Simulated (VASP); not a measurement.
# BaTe (Pm-3m) in VASP: further runs, part 3 of 3

VASP 6.6.1. The steps go on from the part before.

## 4. Single point, PBE

Contents of INCAR:

```
  PREC = Accurate
  ENCUT = 450
  EDIFF = 1E-6
  ISMEAR = 0
  SIGMA = 0.02
  LREAL = False
  LASPH = True
  NELM = 80
  ALGO = Fast
  ISIF = 2
  LWAVE = False
  LCHARG = False
  GGA = PE
  NBANDS = 15
```

Contents of KPOINTS:

```
regular mesh
0
Gamma
  3 3 3
```

Contents of POSCAR:

```
BaTe
1.0
    4.2624660000      0.0000000000      0.0000000000
    0.0000000000      4.2624660000      0.0000000000
    0.0000000000      0.0000000000      4.2624660000
Ba Te
1 1
Direct
    0.0000000000      0.0000000000      0.0000000000
    0.5000000000      0.5000000000      0.5000000000
```

Potentials or basis: VASP PAW PBE potentials, release 64 (Ba_sv_GW, Te_GW).

The run is started by

```
$ cat potpaw_PBE.64/Ba_sv_GW/POTCAR potpaw_PBE.64/Te_GW/POTCAR > POTCAR
$ mpirun -np 1 vasp_std > vasp.out
```

OUTCAR:

```text
PREC = Accurate
   ENCUT = 450
   EDIFF = 1E-6
   ISMEAR = 0
   LREAL = False
   LASPH = True
   NELM = 80
   ISIF = 2
   GGA = PE

 ion  position               nearest neighbor table
   1  0.000  0.000  0.000-
   2  0.500  0.500  0.500-

  LATTYP: Found a simple cubic cell.
 ALAT       =     4.2624660000

  Lattice vectors:

 A1 = (   4.2624660000,   0.0000000000,   0.0000000000)
 A2 = (   0.0000000000,   4.2624660000,   0.0000000000)
 A3 = (   0.0000000000,   0.0000000000,   4.2624660000)

Analysis of symmetry for initial positions (statically):
=====================================================================
 Subroutine PRICEL returns:
 Original cell was already a primitive cell.

 Routine SETGRP: Setting up the symmetry group for a
 simple cubic supercell.

 Subroutine GETGRP returns: Found 48 space group operations
 (whereof 48 operations were pure point group operations)
 out of a pool of 48 trial point group operations.

The static configuration has the point symmetry O_h .

Analysis of symmetry for dynamics (positions and initial velocities):
=====================================================================
 Subroutine PRICEL returns:
 Original cell was already a primitive cell.

 Routine SETGRP: Setting up the symmetry group for a
 simple cubic supercell.

 Subroutine GETGRP returns: Found 48 space group operations
 (whereof 48 operations were pure point group operations)
 out of a pool of 48 trial point group operations.

The dynamic configuration has the point symmetry O_h .

 Subroutine INISYM returns: Found 48 space group operations
 (whereof 48 operations are pure point group operations),
 and found     1 'primitive' translations

----------------------------------------------------------------------------------------

                                     Primitive cell

[... 98 lines left out ...]
   LEPSILON=     F    determine dielectric tensor
   LRPA    =     F    only Hartree local field effects (RPA)
 non-spin polarized calculation
 RMM-DIIS sequential band-by-band and
 Gauss-broadening in eV      SIGMA  =   0.02
  energy-cutoff  :      450.00
  volume of cell :       77.44
 maximum number of plane-waves:      1743
 NGX is ok and might be reduce to    30
   NGX = 15   NGY = 15   NGZ = 15

 number of electron      15.9999998 magnetization

 Free energy of the ion-electron system (eV)
  ---------------------------------------------------
  ext. energy  EPLUGINS =         0.00000000
  ---------------------------------------------------
  free energy    TOTEN  =        -9.56986500 eV

  energy without entropy =       -9.56986500  energy(sigma->0) =       -9.56986500

 E-fermi :   4.8903     XC(G=0):  -8.9164

 val. band max:        4.8022455836   @ k =   0.0000   0.0000   0.0000
 cond. band min:       5.9962874206   @ k =   0.0000   0.0000   0.0000
 fundamental gap:      1.1940418370
 Fermi energy:         4.8902547820

 k-point     1 :       0.0000    0.0000    0.0000
  band No.  band energies     occupation
      1     -22.9134      2.00000
      2      -7.9499      2.00000
      3      -7.9499      2.00000
      4      -7.9499      2.00000
      5      -5.1423      2.00000
      6       4.8022      2.00000
      7       4.8022      2.00000
      8       4.8022      2.00000
      9       5.9963      0.00000
     10       5.9963      0.00000
     11       7.5762      0.00000
     12       9.7336      0.00000
     13       9.7336      0.00000
     14       9.7336      0.00000
[... 41 lines left out ...]
      2      -8.2049      2.00000
      3      -8.1587      2.00000
      4      -8.1587      2.00000
      5      -4.4197      2.00000
      6       2.8450      2.00000
      7       2.8450      2.00000
      8       3.3040      2.00000
      9       7.9329      0.00000
     10       8.4641      0.00000
     11       8.4641      0.00000
     12      10.6695      0.00000
     13      10.6947      0.00000
     14      10.6947      0.00000
     15      12.5844      0.00000

------------------------ aborting loop because EDIFF is reached ----------------------------------------

  FORCE on cell =-STRESS in cart. coord.  units (eV):
  Direction    XX          YY          ZZ          XY          YZ          ZX
  --------------------------------------------------------------------------------------
  -------------------------------------------------------------------------------------
  Total       -0.0602014     -0.0602014     -0.0602014     -0.0000000     -0.0000000     -0.0000000
  in kB       -1.2454737     -1.2454737     -1.2454737     -0.0000000     -0.0000000     -0.0000000
  external PRESSURE =      -1.2454737 kB  Pullay stress =       0.0000000 kB

 VOLUME and BASIS-vectors are now :
 -----------------------------------------------------------------------------
  energy-cutoff  :      450.00
  volume of cell :       77.44
      direct lattice vectors                 reciprocal lattice vectors
     4.262466000  0.000000000  0.000000000     0.234605977  0.000000000  0.000000000
     0.000000000  4.262466000  0.000000000     0.000000000  0.234605977  0.000000000
     0.000000000  0.000000000  4.262466000     0.000000000  0.000000000  0.234605977

 POSITION                                       TOTAL-FORCE (eV/Angst)
 -----------------------------------------------------------------------------------
      0.00000      0.00000      0.00000         0.000000      0.000000      0.000000
      2.13123      2.13123      2.13123         0.000000      0.000000      0.000000
 -----------------------------------------------------------------------------------
    total drift:                                0.000000     -0.000000     -0.000000

  FREE ENERGIE OF THE ION-ELECTRON SYSTEM (eV)
  ---------------------------------------------------
  free  energy   TOTEN  =        -9.5698650001 eV

  energy  without entropy=       -9.5698650001  energy(sigma->0) =       -9.56986500
```

OSZICAR:

```text
N       E                     dE             d eps       ncg     rms          rms(c)
DAV:   1     0.122804436529E+03    0.12280E+03   -0.54391E+03   120   0.835E+02
DAV:   2     0.199376661767E+01   -0.12081E+03   -0.11153E+03   168   0.274E+02
DAV:   3    -0.967035840521E+01   -0.11664E+02   -0.11247E+02   200   0.809E+01
DAV:   4    -0.100896405455E+02   -0.41928E+00   -0.41866E+00   185   0.154E+01
DAV:   5    -0.100988721915E+02   -0.92316E-02   -0.92248E-02   164   0.252E+00    0.310E+00
RMM:   6    -0.963803480528E+01    0.46084E+00   -0.45322E-01   168   0.323E+00    0.167E+00
RMM:   7    -0.956769818559E+01    0.70337E-01   -0.44865E-01   185   0.303E+00    0.699E-01
RMM:   8    -0.957205214298E+01   -0.43540E-02   -0.48910E-02   179   0.156E+00    0.224E-01
RMM:   9    -0.956943813601E+01    0.26140E-02   -0.21743E-02   193   0.742E-01    0.441E-02
RMM:  10    -0.956996673810E+01   -0.52860E-03   -0.56265E-03   199   0.365E-01    0.620E-02
RMM:  11    -0.956992851559E+01    0.38223E-04   -0.70433E-04   198   0.163E-01    0.305E-02
RMM:  12    -0.956987562091E+01    0.52895E-04   -0.43500E-04   190   0.132E-01    0.156E-02
RMM:  13    -0.956986426384E+01    0.11357E-04   -0.43600E-05   182   0.624E-02    0.929E-03
RMM:  14    -0.956986488590E+01   -0.62206E-06   -0.21924E-05   175   0.321E-02    0.333E-03
RMM:  15    -0.956986500007E+01   -0.11416E-06   -0.36939E-06   145   0.217E-02
   1 F= -.95698650E+01 E0= -.95698650E+01  d E =-.488105E-11
```

stdout:

```text
POSCAR found type information on POSCAR BaTe
 POSCAR found :  2 types and       2 ions
 scaLAPACK will be used
 LDA part: xc-table for (Slater+PW92), standard interpolation
 POSCAR, INCAR and KPOINTS ok, starting setup
 FFT: planning ... GRIDC
 FFT: planning ... GRID_SOFT
 FFT: planning ... GRID
 WAVECAR not read
 entering main loop
```

Run time: 18 s. Hardware: 1 thread of Intel Xeon Platinum 8375C at 2.90GHz (Ice Lake), shared host; peak memory 0.16 GiB.

Results:

| Quantity | Value |
| --- | --- |
| Free energy | -9.5699 eV |
| Pressure | -0.1 GPa |
| Band gap on the k mesh | 1.19 eV, direct |

Levels at points of the mesh, in eV from the valence-band top:
| k point | band 5 | band 6 | band 7 | band 8 | band 9 | band 10 | band 11 | band 12 |
| --- | --- | --- | --- | --- | --- | --- | --- | --- |
| (0.00, 0.00, 0.00) | -9.94 | 0.00 | 0.00 | 0.00 | 1.19 | 1.19 | 2.77 | 4.93 |

Caveat: the k mesh is coarse (spacing up to 0.49 Å⁻¹), so the values aren't converged; spin-orbit coupling is left out, which moves the levels of the heavy elements.

## 5. Single point, PBE

Contents of INCAR:

```
ALGO = Normal ; EDIFF = 1E-6
ENCUT = 500 ; GGA = PE
ISIF = 2 ; ISMEAR = 0
LASPH = T ; LCHARG = F
LREAL = F ; LWAVE = F
NELM = 100 ; PREC = Accurate
SIGMA = 0.02
```

Contents of KPOINTS:

```
k-points
0
Gamma
  4 4 4
```

POSCAR is that of step 4.

Potentials or basis: VASP PAW PBE potentials, release 64 (Ba_sv_GW, Te_GW).

The run is started by

```
$ cat potpaw_PBE.64/Ba_sv_GW/POTCAR potpaw_PBE.64/Te_GW/POTCAR > POTCAR
$ mpirun -np 1 vasp_std > vasp.out
```

OUTCAR:

```text
EDIFF = 1E-6
   ENCUT = 500
   GGA = PE
   ISIF = 2
   ISMEAR = 0
   LASPH = T
   LREAL = F
   NELM = 100
   PREC = Accurate

 ion  position               nearest neighbor table
   1  0.000  0.000  0.000-
   2  0.500  0.500  0.500-

  LATTYP: Found a simple cubic cell.
 ALAT       =     4.2624660000

  Lattice vectors:

 A1 = (   4.2624660000,   0.0000000000,   0.0000000000)
 A2 = (   0.0000000000,   4.2624660000,   0.0000000000)
 A3 = (   0.0000000000,   0.0000000000,   4.2624660000)

Analysis of symmetry for initial positions (statically):
=====================================================================
 Subroutine PRICEL returns:
 Original cell was already a primitive cell.

 Routine SETGRP: Setting up the symmetry group for a
 simple cubic supercell.

 Subroutine GETGRP returns: Found 48 space group operations
 (whereof 48 operations were pure point group operations)
 out of a pool of 48 trial point group operations.

The static configuration has the point symmetry O_h .

Analysis of symmetry for dynamics (positions and initial velocities):
[... 156 lines left out ...]
      2      -7.9447      2.00000
      3      -7.9447      2.00000
      4      -7.9447      2.00000
      5      -5.1707      2.00000
      6       4.7816      2.00000
      7       4.7816      2.00000
      8       4.7816      2.00000
      9       5.9911      0.00000
     10       5.9911      0.00000
     11       7.5614      0.00000
     12       9.7369      0.00000
[... 121 lines left out ...]
 k-point    10 :       0.5000    0.5000    0.5000
  band No.  band energies     occupation
      1     -22.8348      2.00000
      2      -8.2118      2.00000
      3      -8.2118      2.00000
      4      -8.2118      2.00000
      5      -4.2481      2.00000
      6       2.3023      2.00000
      7       2.3023      2.00000
      8       2.3023      2.00000
      9       9.8589      0.00000
     10       9.8589      0.00000
     11       9.8589      0.00000
     12      11.4622      0.00000

------------------------ aborting loop because EDIFF is reached ----------------------------------------

  FORCE on cell =-STRESS in cart. coord.  units (eV):
  Direction    XX          YY          ZZ          XY          YZ          ZX
  --------------------------------------------------------------------------------------
  -------------------------------------------------------------------------------------
  Total       -0.1433988     -0.1433988     -0.1433988     -0.0000000     -0.0000000      0.0000000
  in kB       -2.9666987     -2.9666987     -2.9666987     -0.0000000     -0.0000000      0.0000000
  external PRESSURE =      -2.9666987 kB  Pullay stress =       0.0000000 kB

 VOLUME and BASIS-vectors are now :
 -----------------------------------------------------------------------------
  energy-cutoff  :      500.00
  volume of cell :       77.44
      direct lattice vectors                 reciprocal lattice vectors
     4.262466000  0.000000000  0.000000000     0.234605977  0.000000000  0.000000000
     0.000000000  4.262466000  0.000000000     0.000000000  0.234605977  0.000000000
     0.000000000  0.000000000  4.262466000     0.000000000  0.000000000  0.234605977

 POSITION                                       TOTAL-FORCE (eV/Angst)
 -----------------------------------------------------------------------------------
      0.00000      0.00000      0.00000         0.000000      0.000000      0.000000
      2.13123      2.13123      2.13123         0.000000      0.000000      0.000000
 -----------------------------------------------------------------------------------
    total drift:                                0.000000      0.000000     -0.000000

  FREE ENERGIE OF THE ION-ELECTRON SYSTEM (eV)
  ---------------------------------------------------
  free  energy   TOTEN  =        -9.6573049708 eV

  energy  without entropy=       -9.6573049708  energy(sigma->0) =       -9.65730497
```

OSZICAR:

```text
N       E                     dE             d eps       ncg     rms          rms(c)
DAV:   1     0.139981380364E+03    0.13998E+03   -0.57401E+03   240   0.112E+03
DAV:   2     0.499082364119E+01   -0.13499E+03   -0.12899E+03   364   0.341E+02
DAV:   3    -0.957563852680E+01   -0.14566E+02   -0.13983E+02   408   0.108E+02
DAV:   4    -0.101604438860E+02   -0.58481E+00   -0.58258E+00   392   0.238E+01
DAV:   5    -0.101685384265E+02   -0.80945E-02   -0.80926E-02   324   0.274E+00    0.304E+00
DAV:   6    -0.972072749817E+01    0.44781E+00   -0.64078E-01   328   0.469E+00    0.150E+00
DAV:   7    -0.965629937865E+01    0.64428E-01   -0.62788E-01   392   0.452E+00    0.824E-01
DAV:   8    -0.965734976033E+01   -0.10504E-02   -0.61138E-02   316   0.157E+00    0.453E-01
DAV:   9    -0.965724772087E+01    0.10204E-03   -0.91586E-03   360   0.879E-01    0.746E-02
DAV:  10    -0.965726587418E+01   -0.18153E-04   -0.95308E-04   316   0.263E-01    0.428E-02
DAV:  11    -0.965731083130E+01   -0.44957E-04   -0.21892E-04   320   0.127E-01    0.861E-03
DAV:  12    -0.965730523923E+01    0.55921E-05   -0.30607E-05   372   0.490E-02    0.551E-03
DAV:  13    -0.965730497084E+01    0.26839E-06   -0.37050E-06   320   0.128E-02
   1 F= -.96573050E+01 E0= -.96573050E+01  d E =-.308067E-25
```

Run time: 15 s. Hardware: 1 thread of Intel Xeon Platinum 8259CL at 2.50GHz (Skylake/Cascade Lake), shared host; peak memory 0.18 GiB.

What came out:

```
Free energy            : -9.6573 eV
Pressure               : -0.3 GPa
Band gap on the k mesh : 0.86 eV, indirect (least direct gap 1.06 eV)
```

Caveat: spin-orbit coupling is left out, which moves the levels of the heavy elements.
